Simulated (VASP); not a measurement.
Output of a VASP run:

OSZICAR:
```
       N       E                     dE             d eps       ncg     rms          rms(c)
DAV:   1     0.216088697109E+03    0.21609E+03   -0.18060E+04   992   0.149E+03
DAV:   2    -0.158745928487E+02   -0.23196E+03   -0.22480E+03  1268   0.335E+02
DAV:   3    -0.265145279759E+02   -0.10640E+02   -0.10612E+02  1108   0.758E+01
DAV:   4    -0.265888167895E+02   -0.74289E-01   -0.74268E-01  1108   0.733E+00
DAV:   5    -0.265893068423E+02   -0.49005E-03   -0.49004E-03  1100   0.609E-01    0.119E+01
DAV:   6    -0.227739065681E+02    0.38154E+01   -0.17057E+01  1112   0.308E+01    0.315E+00
DAV:   7    -0.227215103494E+02    0.52396E-01   -0.21803E-01   984   0.362E+00    0.187E+00
DAV:   8    -0.226713082766E+02    0.50202E-01   -0.76090E-02  1044   0.301E+00    0.165E-01
DAV:   9    -0.226714276973E+02   -0.11942E-03   -0.40046E-03  1116   0.448E-01    0.846E-02
DAV:  10    -0.226713771339E+02    0.50563E-04   -0.88894E-04  1056   0.219E-01    0.187E-02
DAV:  11    -0.226713684501E+02    0.86838E-05   -0.71483E-05  1048   0.593E-02    0.576E-03
DAV:  12    -0.226713671724E+02    0.12777E-05   -0.38933E-06  1084   0.141E-02    0.170E-03
DAV:  13    -0.226713671346E+02    0.37871E-07   -0.35317E-07  1012   0.522E-03
   1 F= -.22671367E+02 E0= -.22671367E+02  d E =-.226714E+02
       N       E                     dE             d eps       ncg     rms          rms(c)
DAV:   1    -0.226727285007E+02   -0.13613E-02   -0.60076E-01   960   0.724E+00    0.234E-01
DAV:   2    -0.226733737339E+02   -0.64523E-03   -0.12386E-02  1100   0.948E-01    0.134E-01
DAV:   3    -0.226730844604E+02    0.28927E-03   -0.20724E-04  1088   0.175E-01    0.499E-02
DAV:   4    -0.226730429981E+02    0.41462E-04   -0.11058E-04  1116   0.110E-01    0.770E-03
DAV:   5    -0.226730434822E+02   -0.48407E-06   -0.12641E-05  1044   0.289E-02    0.513E-03
DAV:   6    -0.226730432389E+02    0.24330E-06   -0.46634E-07  1096   0.814E-03    0.186E-03
DAV:   7    -0.226730432318E+02    0.70859E-08   -0.22807E-07   880   0.536E-03
   2 F= -.22673043E+02 E0= -.22673043E+02  d E =-.167610E-02
       N       E                     dE             d eps       ncg     rms          rms(c)
DAV:   1    -0.226731738582E+02   -0.13062E-03   -0.13595E+00   960   0.109E+01    0.352E-01
DAV:   2    -0.226746286313E+02   -0.14548E-02   -0.28020E-02  1096   0.143E+00    0.202E-01
DAV:   3    -0.226739734240E+02    0.65521E-03   -0.48110E-04  1092   0.264E-01    0.755E-02
DAV:   4    -0.226738775199E+02    0.95904E-04   -0.24773E-04  1116   0.165E-01    0.115E-02
DAV:   5    -0.226738786328E+02   -0.11129E-05   -0.28485E-05  1044   0.433E-02    0.775E-03
DAV:   6    -0.226738780866E+02    0.54622E-06   -0.10349E-06  1096   0.122E-02    0.286E-03
DAV:   7    -0.226738780782E+02    0.84524E-08   -0.56416E-07  1024   0.831E-03
   3 F= -.22673878E+02 E0= -.22673878E+02  d E =-.251094E-02
```

OUTCAR:
```
------------------------ aborting loop because EDIFF is reached ----------------------------------------
  FORCE on cell =-STRESS in cart. coord.  units (eV):
  Direction    XX          YY          ZZ          XY          YZ          ZX
  --------------------------------------------------------------------------------------
  Total       -2.1613459     -2.1613459     -2.1400036      0.0000000      0.0000000      0.0000000
  in kB      -47.9877976    -47.9877976    -47.5139390      0.0000000      0.0000000      0.0000000
  external PRESSURE =     -47.8298447 kB  Pullay stress =       0.0000000 kB
  volume of cell :       72.16
      direct lattice vectors                 reciprocal lattice vectors
     4.793212870 -0.000000000  0.000000000     0.208628331 -0.000000000  0.000000000
     0.000000000  4.793212870  0.000000000     0.000000000  0.208628331  0.000000000
     0.000000000  0.000000000  3.140874734     0.000000000  0.000000000  0.318382643
 POSITION                                       TOTAL-FORCE (eV/Angst)
 -----------------------------------------------------------------------------------
      0.00000      0.00000      0.00000        -0.000000     -0.000000      0.000000
      2.39661      2.39661      1.57044        -0.000000     -0.000000      0.000000
      1.45757      1.45757      0.00000        -0.002349     -0.002349      0.000000
      3.85417      0.93904      1.57044        -0.002349      0.002349      0.000000
      0.93904      3.85417      1.57044         0.002349     -0.002349      0.000000
      3.33565      3.33565      0.00000         0.002349      0.002349     -0.000000
 -----------------------------------------------------------------------------------
    total drift:                                0.000000      0.000000     -0.000000
  FREE ENERGIE OF THE ION-ELECTRON SYSTEM (eV)
  ---------------------------------------------------
  free  energy   TOTEN  =       -22.6738780782 eV

  energy  without entropy=      -22.6738780782  energy(sigma->0) =      -22.67387808

 reached required accuracy - stopping structural energy minimisation
```
(Selected blocks of OUTCAR.)

### POSCAR
```
MgF2
1
    4.7810862394     0.0000000000     0.0000000000
    0.0000000000     4.7810862394     0.0000000000
    0.0000000000     0.0000000000     3.1568278170
Mg F
2 4
Direct
  0.0000000000   0.0000000000   0.0000000000
  0.5000000000   0.5000000000   0.5000000000
  0.3025895611   0.3025895611   0.0000000000
  0.8025895611   0.1974104389   0.5000000000
  0.1974104389   0.8025895611   0.5000000000
  0.6974104389   0.6974104389   0.0000000000
```

Problem. Reconstruct the remaining input files.

Solution. Several could match; the one computed here: the input of the run itself, vdW-DF2, plane waves, VASP's PBE PAW potentials (set 64).

**KPOINTS**
```
Automatic mesh
0
gamma
 5 5 7
```

INCAR:
```
AGGAC  =  0.0
ALGO  =  Normal
EDIFF  =  1E-7
EDIFFG  =  -0.01
ENCUT  =  520
GGA  =  ML
IBRION  =  2
ISIF  =  4
ISMEAR  =  0
LASPH  =  T
LCHARG  =  F
LREAL  =  F
LUSE_VDW  =  T
LWAVE  =  F
NELM  =  100
NSW  =  30
PREC  =  Accurate
SIGMA  =  0.05
SYSTEM  =  MgF2
ZAB_VDW  =  -1.8867
```

POTCAR, in this order: Mg F (PBE.64 set). Program: vasp_std.

The compound is MgF2 in the rutile structure. This cell is one point of a volume scan, at 1.06 of the reference volume. Symmetry was kept, so distortions that lower it aren't found.
